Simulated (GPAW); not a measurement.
Ni:

```
Ni
1.0
     0.00000    1.73757    1.73757
     1.73757    0.00000    1.73757
     1.73757    1.73757    0.00000
Ni
1
Cartesian
  0.0000 0.0000 0.0000
```

Base run:

| Quantity | Value |
| --- | --- |
| Program | GPAW 26.7.0 |
| Functional | PBEsol |
| Potentials or basis | PAW data sets generated in the run's folder for this functional |
| Cutoff | 600 eV |
| Basis | pw |
| k mesh | 13 × 13 × 13 |
| Occupations | fermi-dirac, width 0.05 eV |
| Spin | collinear spin, ferromagnetic start |
| Starting moments | [1.0] μB |
| Hubbard terms | Ni d U = 3 eV |

Its results: pressure -0.8 GPa; net moment 0.79 μB per cell; site moments Ni +0.85 μB.

Problem. After a change of settings the same cell gave: pressure 0.4 GPa; net moment 0.92 μB per cell; site moments Ni +1.02 μB. Which change was it?
A. hubbard terms from Ni d U = 3 eV to Ni d U = 1 eV
B. hubbard terms from Ni d U = 3 eV to none
C. hubbard terms from Ni d U = 3 eV to Ni d U = 8 eV

Solution. C.

Caveats: the stock nickel data set gives pressures a few GPa off other programs; the U is typed as a test and isn't derived for this compound.
